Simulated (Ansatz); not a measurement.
Input and output for CoSi2 (fluorite type): DFT, PBE, all-electron LAPW, scalar-relativistic (Ansatz 0.2.0). This run: fluorite relaxed under pressure.

The cell comes from a relaxation on PAW files under the same functional, begun from a prototype that needn't be the stable phase.

Command: `ansatz run input.yaml --threads 2 --pin off --max-ram 5120MiB --backend cpu --events-out ev --progress --plain --runs-dir out` It took 47 s on 2 threads of Intel(R) Xeon(R) Processor @ 2.50GHz (Skylake/Cascade Lake) (shared host), peak memory 0.5 GiB.

```yaml
crystal:
  lattice:
    - [0.0, 2.4869018563, 2.4869018563]
    - [2.4869018563, 0.0, 2.4869018563]
    - [2.4869018563, 2.4869018563, 0.0]
  atoms:
    - { symbol: Co, position: [0.0, 0.0, 0.0] }
    - { symbol: Si, position: [0.25, 0.25, 0.25] }
    - { symbol: Si, position: [0.75, 0.75, 0.75] }
kpoints:
  mp_grid: { grid: [11, 11, 11] }
scf:
  occupations: { method: fermi_dirac, width: 0.1 }
hamiltonian:
  xc: pbe
  pseudopotentials: { kind: all_electron, lapw: { basis_error: 0.0005 } }
output:
  forces: true
  stress: true
  eigenvalues: true
relax:
  f_tol: 0.005
  max_steps: 12
  cell: { p_target: 66.0, stress_tol: 0.033 }
```

Output:

```
The last accepted step is kept in <dir> (removed where the run ends without a failure and the disk answers)
LAPW: plane waves up to 10.493 Å⁻¹, error target 5.0e-4 eV per atom; small_component_spin mean_spin; Si in spheres of 0.965 Å, 12 of its electrons in bands, Dirac shells []; Co in spheres of 1.124 Å, 17 of its electrons in bands, Dirac shells [] (how accurate: hamiltonian.pseudopotentials.lapw.basis_error, Limitations)
Engine: ansatz 0.2.0
Pseudopotentials: kind: all_electron
Pseudopotential: Co, LAPW, valence charge 17, lapw/all_electron/scalar/gaussian/Co, Koelling and Harmon's equation, gaussian nucleus
Pseudopotential: Si, LAPW, valence charge 12, lapw/all_electron/scalar/gaussian/Si, Koelling and Harmon's equation, gaussian nucleus
Functional definition: PBE
  parameter kappa = 0.804
  parameter beta = 0.06672455060314922
  exchange = pbe_x(kappa = kappa, mu = beta*pi^2/3)
  correlation = pbe_c(beta = beta)
Crystal: 3 atoms, lattice volume = 30.761 Å³
Basis set: ecut = 419.46820358997223 eV, 609 PW (Γ), exchange–correlation at level 2
Bands: 25, of which v1, the nominal top of the filled ones, is band 21 counted from 1 (20 counted from 0)
Symmetry: 48 space group operations
Space group: Fm-3m (ITA 225), of the structure as read, at distance tolerance 3.1e-5 Å
k-points: 56 of 1331
Non-local potential: Co, projectors of the file, none
Non-local potential: Si, projectors of the file, none
Initial density: superposition of atomic densities (chi_scale 0.1, normalization cell, long waves kept (reshape's long-wave potential 0.00 eV rms))
Initial wavefunctions: plane waves of lowest kinetic energy (no species holds an atomic orbital)
Functional: x = pbe(κ = 0.804, μ = 0.2195149727645171), c = pbe(β = 0.06672455060314922)
iter 1 solved again at ethr=8.61e-3 eV; its pass at ethr=1.00e-1 eV (dr2=3.53e0 eV) is discarded
SCF iter   1: F=—  HF=-53703.365063 eV  |F-HF|=—  |Δ(HF+E_count)|=         —  Δρ=8.52e-2  dr2=3.53e0  ethr=8.61e-3  ⟨swp⟩=2.0  Hψ=9310  notcnv=0
preconditioner: auto → Kerker (q_TF=auto, 2.862 Å⁻¹)  [metal: Δε(μ)=0.022 eV  Ē_g=10.428 eV  σ=0.100 eV  W_gap=0.05  n_scr=14 (ndim 8)  ℏωp=27.6 eV  f_vac=0.000  D(μ)=0.85/eV (n_scr^D=8)]
SCF iter   2: F=—  HF=-53703.620539 eV  |F-HF|=—  |Δ(HF+E_count)|=   2.55e-1  Δρ=5.81e-2  dr2=6.68e-1  ethr=8.61e-3  ⟨swp⟩=2.7  Hψ=4100  notcnv=0
SCF iter   3: F=—  HF=-53702.533760 eV  |F-HF|=—  |Δ(HF+E_count)|=    1.09e0  Δρ=3.97e-2  dr2=6.61e-1  ethr=1.63e-3  ⟨swp⟩=2.8  Hψ=4120  notcnv=0
iter 4 solved again at ethr=1.44e-4 eV; its pass at ethr=1.61e-3 eV (dr2=5.89e-2 eV) is discarded
SCF iter   4: F=—  HF=-53702.272764 eV  |F-HF|=—  |Δ(HF+E_count)|=   2.61e-1  Δρ=1.50e-2  dr2=5.90e-2  ethr=1.44e-4  ⟨swp⟩=2.0  Hψ=6867  notcnv=0
SCF iter   5: F=—  HF=-53702.237992 eV  |F-HF|=—  |Δ(HF+E_count)|=   3.48e-2  Δρ=8.18e-3  dr2=3.51e-2  ethr=1.44e-4  ⟨swp⟩=2.8  Hψ=3997  notcnv=0
SCF iter   6: F=—  HF=-53702.227896 eV  |F-HF|=—  |Δ(HF+E_count)|=         —  Δρ=2.07e-3  dr2=1.71e-3  ethr=8.57e-5  ⟨swp⟩=2.0  Hψ=3784  notcnv=0
the basis was enlarged: its passes take 366.9 KiB over the memory plan, 2 of 2 planned eigensolver slots
SCF iter   7: F=—  HF=-53702.228272 eV  |F-HF|=—  |Δ(HF+E_count)|=   3.76e-4  Δρ=6.07e-4  dr2=1.20e-4  ethr=4.16e-6  ⟨swp⟩=3.0  Hψ=3892  notcnv=0
SCF iter   8: F=—  HF=-53702.228316 eV  |F-HF|=—  |Δ(HF+E_count)|=   4.33e-5  Δρ=1.58e-4  dr2=9.63e-6  ethr=2.93e-7  ⟨swp⟩=3.0  Hψ=3974  notcnv=0
SCF iter   9: F=—  HF=-53702.228313 eV  |F-HF|=—  |Δ(HF+E_count)|=   3.03e-6  Δρ=6.51e-5  dr2=1.60e-6  ethr=2.35e-8  ⟨swp⟩=3.0  Hψ=4031  notcnv=0
SCF iter  10: F=—  HF=-53702.228312 eV  |F-HF|=—  |Δ(HF+E_count)|=   3.83e-7  Δρ=2.04e-5  dr2=1.70e-7  ethr=3.90e-9  ⟨swp⟩=2.0  Hψ=3784  notcnv=0
SCF iter  11: F=-53702.228312 eV  HF=-53702.228312 eV  |F-HF|=8.93e-9  |Δ(HF+E_count)|=   5.14e-8  Δρ=1.41e-6  dr2=4.38e-10  ethr=4.14e-10  ⟨swp⟩=2.0  Hψ=3784  notcnv=0
SCF 1 converged in 11 iterations: F = -53702.228312 eV  dr2 = 4.38e-10
relax step   1: F+E_penalty+E_count = -53702.22831217 eV  Δ(F+E_penalty+E_count) = +0.000e0 eV  max|allowed force component| = 4.626e-18 eV/Å  Δτ_max = 0.0000 Å  P = +65.969 GPa  Ω = 30.761 Å³  (11 SCF iters, accepted)
Initial density: handed on by an earlier stage of this run
Initial wavefunctions: those handed on with the density
iter 1 solved again at ethr=1.34e-12 eV; its pass at ethr=1.00e-1 eV (dr2=5.49e-10 eV) is discarded
SCF iter   1: F=—  HF=-53702.228312 eV  |F-HF|=—  |Δ(HF+E_count)|=         —  Δρ=1.23e-6  dr2=5.47e-10  ethr=2.05e-12 (applied; sched 1.34e-12)  ⟨swp⟩=7.3  Hψ=6828  notcnv=0
preconditioner: auto → Kerker (q_TF=auto, 2.862 Å⁻¹)  [metal: Δε(μ)=0.116 eV  Ē_g=9.889 eV  σ=0.100 eV  W_gap=0.27  n_scr=14 (ndim 8)  ℏωp=27.6 eV  f_vac=0.006  D(μ)=0.71/eV (n_scr^D=0)]
SCF iter   2: F=-53702.228312 eV  HF=-53702.228312 eV  |F-HF|=5.50e-8  |Δ(HF+E_count)|=   7.73e-9  Δρ=5.46e-6  dr2=1.13e-8  ethr=1.97e-12 (applied; sched 1.33e-12)  ⟨swp⟩=3.0  Hψ=4232  notcnv=0
SCF 2 converged in 2 iterations: F = -53702.228312 eV  dr2 = 1.13e-8
relax step   2: F+E_penalty+E_count = -53702.22831212 eV  Δ(F+E_penalty+E_count) = +4.117e-8 eV  max|allowed force component| = 5.782e-18 eV/Å  Δτ_max = 0.0000 Å  P = +65.970 GPa  Ω = 30.761 Å³  stress off target by 3.04e-2 GPa  SCF on the basis re-selected at this cell (its energy is not comparable with the rows above)  (2 SCF iters)
basis re-selected at this cell: Δ(F+E_penalty+E_count) = +4.117e-8 eV, ΔP = +0.000 GPa vs the last step (what re-selecting the basis moved, after the strain that the cell walked since its last selection, with what the two solves' SCF thresholds leave and, on support functions, any second-order correction that the steps lacked; it is no measure of the basis error at this ecutwfc). This SCF's stress stands 3.04e-2 GPa from its target on what of the cell is left free (relax.cell.stress_tol is 3.30e-2 GPa) and its largest allowed force component is 5.78e-18 eV/Å (relax.f_tol is 5.00e-3 eV/Å): within both
SCF converged after 2 iterations
Free energy (F): -53702.228312 eV
Harris-Foulkes:  -53702.228312 eV  (|F-HF|=5.50e-8)
Internal energy: -53702.203577 eV  (E = F + TS)
E sigma→0 (E₀):  -53702.215944 eV
Entropy (-TS):   -0.024736 eV (-8.245 meV/atom)
Fermi energy:    18.607101 eV
--- Per-component energies (eV) ---
  E_band       = -1475.419897
  E_kinetic    = 54347.140235
  E_xc         = -2773.118425
  E_electrostatic = -105276.225387  (all electrons and nuclei)
  E_smearing   = -0.024736  (= −TS)
  E_closure    = 0.000000  (closes the sum)
  E_atoms      = -53683.003029  (free atoms, spherical and without spin; not in F)
  Σ components = -53702.228312   (vs F -53702.228312, Δ=0.00e0)
  Basis errors (estimates in eV, not in F): energy 1.9e-4 per atom: plane waves 1.7e-4 (9.9e-5 summed), levels above the bands 5.6e-28, relativity 1.4e-8, radial functions 2.2e-5, core shells 2.2e-8; eigenvalues (radial functions only) 3.3e-7; not estimated: angular momenta, meshes, grids; target (lapw.basis_error) 5.0e-4; muffin-tin radii Si 0.965 Å, Co 1.124 Å
--- Forces (eV/Å), atoms counted from 1 ---
  atom   1  Co     0.00000000    -0.00000000     0.00000000
  atom   2  Si     0.00000000     0.00000000    -0.00000000
  atom   3  Si    -0.00000000     0.00000000    -0.00000000
  max |Σ_I F_I| component: 1.04e-17 eV/Å
--- Stress (GPa, compression-positive) ---
       65.969631       0.000000       0.000000
        0.000000      65.969631       0.000000
        0.000000       0.000000      65.969631
  P = ⅓ Tr σ = 65.9696 GPa (659.696 kbar)
--- Band table (eV; the first three rows and the last of 56) ---
  k-point 0: bands = ["-115.2727", "-115.2674", "-76.5571", "-71.3101", "-71.3101", "-71.3101", "-71.2968", "-71.2968", "-71.2968", "-39.9213", "-39.9213", "-39.9213", "3.6245", "13.3977", "13.3977", "13.3977", "15.8108", "15.8108", "21.8130", "22.0367", "22.0367", "22.0367", "23.0053", "23.0053", "23.0053"]
  k-point 1: bands = ["-115.2726", "-115.2675", "-76.5571", "-71.3098", "-71.3098", "-71.3098", "-71.2971", "-71.2971", "-71.2970", "-39.9219", "-39.9213", "-39.9213", "3.7732", "13.1530", "13.4514", "13.4514", "15.7634", "15.7634", "20.3464", "21.5193", "21.5193", "22.0127", "23.6539", "23.6539", "24.4877"]
  k-point 2: bands = ["-115.2723", "-115.2678", "-76.5573", "-71.3091", "-71.3090", "-71.3090", "-71.2979", "-71.2979", "-71.2976", "-39.9236", "-39.9216", "-39.9216", "4.2155", "12.4494", "13.5908", "13.5908", "15.6747", "15.6747", "18.5227", "20.6906", "20.6906", "22.3450", "23.7637", "23.7637", "24.6122"]
  k-point 55: bands = ["-115.2701", "-115.2699", "-76.5578", "-71.3121", "-71.3106", "-71.3047", "-71.3024", "-71.2954", "-71.2949", "-39.9270", "-39.9264", "-39.9238", "9.5055", "9.5346", "11.0771", "11.9873", "15.4220", "15.5596", "16.0524", "16.5844", "17.6413", "22.6406", "23.6695", "24.8184", "26.3307"]
--- Relaxed structure (1 steps of the walk, 1 accepted, 1 SCFs on fresh bases) ---
  F+E_penalty+E_count = -53702.22831212 eV   max|allowed force component| = 5.782e-18 eV/Å   (the final SCF, on the basis selected at the relaxed cell)
  cell:  # Å, volume = 30.7614 Å³
    - [0.0, 2.4869018563, 2.4869018563]
    - [2.4869018563, 0.0, 2.4869018563]
    - [2.4869018563, 2.4869018563, 0.0]
  atoms:
    - { symbol: Co, position: [0.0, 0.0, 0.0] }
    - { symbol: Si, position: [0.25, 0.25, 0.25] }
    - { symbol: Si, position: [0.7500000000000001, 0.7500000000000001, 0.7500000000000001] }
```

Next run (MoSi2 relaxed under pressure), as changes to the input before:

```diff
   lattice:
-    - [0.0, 2.4869018563, 2.4869018563]
-    - [2.4869018563, 0.0, 2.4869018563]
-    - [2.4869018563, 2.4869018563, 0.0]
+    - [-1.4617447554, 1.4617447554, 3.3537500244]
+    - [1.4617447554, -1.4617447554, 3.3537500244]
+    - [1.4617447554, 1.4617447554, -3.3537500244]
   atoms:
-    - { symbol: Si, position: [0.25, 0.25, 0.25] }
-    - { symbol: Si, position: [0.75, 0.75, 0.75] }
+    - { symbol: Si, position: [0.3352142295, 0.3352142295, 0.0] }
+    - { symbol: Si, position: [-0.3352142295, -0.3352142295, 0.0] }
 kpoints:
-  mp_grid: { grid: [11, 11, 11] }
+  mp_grid: { grid: [16, 16, 16] }
 scf:
```

Results part of the output:

```
basis re-selected at this cell: Δ(F+E_penalty+E_count) = -9.859e-9 eV, ΔP = +0.000 GPa vs the last step (what re-selecting the basis moved, after the strain that the cell walked since its last selection, with what the two solves' SCF thresholds leave and, on support functions, any second-order correction that the steps lacked; it is no measure of the basis error at this ecutwfc). This SCF's stress stands 3.62e-3 GPa from its target on what of the cell is left free (relax.cell.stress_tol is 3.30e-2 GPa) and its largest allowed force component is 2.94e-4 eV/Å (relax.f_tol is 5.00e-3 eV/Å): within both
SCF converged after 3 iterations
Free energy (F): -53701.216935 eV
Harris-Foulkes:  -53701.216935 eV  (|F-HF|=1.88e-8)
Internal energy: -53701.183213 eV  (E = F + TS)
E sigma→0 (E₀):  -53701.200074 eV
Entropy (-TS):   -0.033722 eV (-11.241 meV/atom)
Fermi energy:    21.427494 eV
--- Per-component energies (eV) ---
  E_band       = -1400.325451
  E_kinetic    = 54343.352120
  E_xc         = -2773.224648
  E_electrostatic = -105271.310685  (all electrons and nuclei)
  E_smearing   = -0.033722  (= −TS)
  E_closure    = 0.000000  (closes the sum)
  E_atoms      = -53683.003029  (free atoms, spherical and without spin; not in F)
  Σ components = -53701.216935   (vs F -53701.216935, Δ=0.00e0)
  Basis errors (estimates in eV, not in F): energy 1.7e-4 per atom: plane waves 1.5e-4 (8.2e-5 summed), levels above the bands 8.5e-23, relativity 1.1e-8, radial functions 1.9e-5, core shells 5.1e-9; eigenvalues (radial functions only) 2.4e-7; not estimated: angular momenta, meshes, grids; target (lapw.basis_error) 5.0e-4; muffin-tin radii Si 1.005 Å, Co 1.176 Å
--- Forces (eV/Å), atoms counted from 1 ---
  atom   1  Co    -0.00000000     0.00000000     0.00000000
[... lines left out ...]
--- Stress (GPa, compression-positive) ---
       66.003625       0.000000      -0.000000
        0.000000      66.003625      -0.000000
       -0.000000      -0.000000      65.997454
  P = ⅓ Tr σ = 66.0016 GPa (660.016 kbar)
--- Band table (eV; the first three rows and the last of 349) ---
  k-point 0: bands = ["-113.6372", "-113.6251", "-74.4522", "-69.6760", "-69.6760", "-69.6752", "-69.6592", "-69.6592", "-69.6330", "-37.9593", "-37.7128", "-37.7128", "4.3209", "13.7826", "17.1530", "17.1530", "17.2166", "17.7177", "18.9088", "21.8382", "23.6424", "24.0521", "24.0521", "24.0616", "24.0616"]
  k-point 1: bands = ["-113.6371", "-113.6252", "-74.4520", "-69.6761", "-69.6754", "-69.6753", "-69.6597", "-69.6592", "-69.6330", "-37.9591", "-37.7141", "-37.7140", "4.4556", "13.8717", "16.8883", "16.9129", "17.1973", "17.9618", "18.7425", "21.6760", "22.7860", "23.3540", "23.8390", "24.0670", "25.4225"]
  k-point 2: bands = ["-113.6367", "-113.6256", "-74.4516", "-69.6766", "-69.6762", "-69.6736", "-69.6609", "-69.6591", "-69.6331", "-37.9585", "-37.7177", "-37.7173", "4.8568", "14.1143", "16.2171", "16.5576", "17.1503", "18.2476", "18.2585", "21.4026", "22.1791", "22.5435", "23.2925", "24.0893", "27.4187"]
  k-point 348: bands = ["-113.6325", "-113.6298", "-74.4525", "-69.6789", "-69.6789", "-69.6647", "-69.6564", "-69.6564", "-69.6430", "-37.9622", "-37.7130", "-37.7130", "6.7676", "8.4647", "16.5754", "17.2164", "18.5039", "18.5039", "19.0020", "19.5368", "19.5368", "24.8779", "25.8059", "30.4812", "30.9536"]
--- Relaxed structure (3 steps of the walk, 3 accepted, 1 SCFs on fresh bases) ---
  F+E_penalty+E_count = -53701.21693533 eV   max|allowed force component| = 2.943e-4 eV/Å   (the final SCF, on the basis selected at the relaxed cell)
  cell:  # Å, volume = 28.6563 Å³
    - [-1.4615869254930625, 1.4615869254930625, 3.3535973889137605]
    - [1.4615869254930625, -1.4615869254930625, 3.3535973889137605]
    - [1.4615869254930625, 1.4615869254930625, -3.3535973889137605]
  atoms:
    - { symbol: Co, position: [-1.8492667171906687e-36, -5.864350601676549e-38, -1.511843549554014e-36] }
    - { symbol: Si, position: [0.33519122716061656, 0.33519122716061656, -1.6268189347540927e-35] }
    - { symbol: Si, position: [-0.33519122716061656, -0.33519122716061656, 1.778003289709494e-35] }
```

Next run (AlB2 relaxed under pressure), as changes to the input before:

```diff
   lattice:
-    - [-1.4617447554, 1.4617447554, 3.3537500244]
-    - [1.4617447554, -1.4617447554, 3.3537500244]
-    - [1.4617447554, 1.4617447554, -3.3537500244]
+    - [3.8089197055, 0.0, 0.0]
+    - [-1.9044598528, 3.298621226, 0.0]
+    - [0.0, 0.0, 2.3231255423]
   atoms:
-    - { symbol: Si, position: [0.3352142295, 0.3352142295, 0.0] }
-    - { symbol: Si, position: [-0.3352142295, -0.3352142295, 0.0] }
+    - { symbol: Si, position: [0.3333333333, 0.6666666667, 0.5] }
+    - { symbol: Si, position: [0.6666666667, 0.3333333333, 0.5] }
 kpoints:
-  mp_grid: { grid: [16, 16, 16] }
+  mp_grid: { grid: [9, 9, 8] }
 scf:
```

Command: `ansatz run input.yaml --threads 2 --pin off --max-ram 5120MiB --backend cpu --events-out ev --progress --plain --runs-dir out` It took 53 s on 2 threads of Intel(R) Xeon(R) Processor @ 2.50GHz (Skylake/Cascade Lake), on a shared host, peak memory 0.52 GiB.

Results part of the output:

```
basis re-selected at this cell: Δ(F+E_penalty+E_count) = +8.498e-9 eV, ΔP = +0.001 GPa vs the last step (what re-selecting the basis moved, after the strain that the cell walked since its last selection, with what the two solves' SCF thresholds leave and, on support functions, any second-order correction that the steps lacked; it is no measure of the basis error at this ecutwfc). This SCF's stress stands 1.26e-3 GPa from its target on what of the cell is left free (relax.cell.stress_tol is 3.30e-2 GPa) and its largest allowed force component is 3.08e-18 eV/Å (relax.f_tol is 5.00e-3 eV/Å): within both
SCF converged after 2 iterations
Free energy (F): -53699.828143 eV
Harris-Foulkes:  -53699.828143 eV  (|F-HF|=1.71e-8)
Internal energy: -53699.753559 eV  (E = F + TS)
E sigma→0 (E₀):  -53699.790851 eV
Entropy (-TS):   -0.074584 eV (-24.861 meV/atom)
Fermi energy:    20.700316 eV
--- Per-component energies (eV) ---
  E_band       = -1409.919597
  E_kinetic    = 54342.584953
  E_xc         = -2772.516224
  E_electrostatic = -105269.822288  (all electrons and nuclei)
  E_smearing   = -0.074584  (= −TS)
  E_closure    = 0.000000  (closes the sum)
  E_atoms      = -53683.003029  (free atoms, spherical and without spin; not in F)
  Σ components = -53699.828143   (vs F -53699.828143, Δ=0.00e0)
  Basis errors (estimates in eV, not in F): energy 8.3e-5 per atom: plane waves 6.2e-5 (3.3e-5 summed), levels above the bands 9.4e-29, relativity 2.2e-8, radial functions 2.0e-5, core shells 2.1e-8; eigenvalues (radial functions only) 2.6e-7; not estimated: angular momenta, meshes, grids; target (lapw.basis_error) 5.0e-4; muffin-tin radii Si 1.066 Å, Co 1.127 Å
--- Forces (eV/Å), atoms counted from 1 ---
  atom   1  Co     0.00000000     0.00000000     0.00000000
  atom   2  Si     0.00000000     0.00000000     0.00000000
  atom   3  Si    -0.00000000    -0.00000000     0.00000000
  max |Σ_I F_I| component: 3.47e-18 eV/Å
--- Stress (GPa, compression-positive) ---
       66.001265      -0.000000       0.000000
       -0.000000      66.001265       0.000000
        0.000000       0.000000      66.000242
  P = ⅓ Tr σ = 66.0009 GPa (660.009 kbar)
--- Band table (eV; the first three rows and the last of 60) ---
  k-point 0: bands = ["-113.9752", "-113.9600", "-74.6519", "-70.0214", "-70.0214", "-69.9843", "-69.9759", "-69.9745", "-69.9745", "-38.0272", "-38.0272", "-37.7382", "3.9345", "13.5360", "13.5360", "16.2722", "16.6632", "18.1279", "18.1279", "19.6682", "19.6682", "21.1387", "21.1387", "25.3345", "29.0326"]
  k-point 1: bands = ["-113.9745", "-113.9593", "-74.6453", "-70.0209", "-70.0209", "-69.9897", "-69.9811", "-69.9741", "-69.9741", "-38.0214", "-38.0214", "-37.7924", "4.3592", "13.8746", "13.8746", "16.5514", "17.0324", "17.5566", "17.5566", "20.4918", "20.4918", "21.1092", "21.1092", "23.9444", "26.4302"]
  k-point 2: bands = ["-113.9728", "-113.9577", "-74.6292", "-70.0197", "-70.0197", "-70.0027", "-69.9936", "-69.9731", "-69.9731", "-38.0072", "-38.0072", "-37.9222", "5.6170", "14.8611", "14.8611", "16.4123", "16.7713", "16.7713", "18.0817", "20.8668", "20.9369", "20.9369", "22.1151", "22.1151", "26.7900"]
  k-point 59: bands = ["-113.9629", "-113.9629", "-74.6062", "-70.0226", "-70.0162", "-70.0162", "-69.9949", "-69.9949", "-69.9672", "-38.1033", "-37.9883", "-37.9883", "12.4092", "12.4092", "13.8849", "13.8849", "15.5508", "17.5026", "19.0796", "19.0796", "19.8248", "19.8248", "22.7655", "25.6783", "28.8634"]
--- Relaxed structure (3 steps of the walk, 3 accepted, 1 SCFs on fresh bases) ---
  F+E_penalty+E_count = -53699.82814262 eV   max|allowed force component| = 3.084e-18 eV/Å   (the final SCF, on the basis selected at the relaxed cell)
  cell:  # Å, volume = 29.1788 Å³
    - [3.8085532873777868, 2.8864720661453502e-11, 0.0]
    - [-1.904276643713891, 3.2983038985214663, 0.0]
    - [0.0, 0.0, 2.3228261482564005]
  atoms:
    - { symbol: Co, position: [1.303669733221483e-36, 1.1150086539982933e-36, 0.0] }
    - { symbol: Si, position: [0.3333333333333333, 0.6666666666666666, 0.49999999999999994] }
    - { symbol: Si, position: [0.6666666666666666, 0.3333333333333333, 0.49999999999999994] }
```

Spin polarisation is left out, though a magnetic state may lie lower.
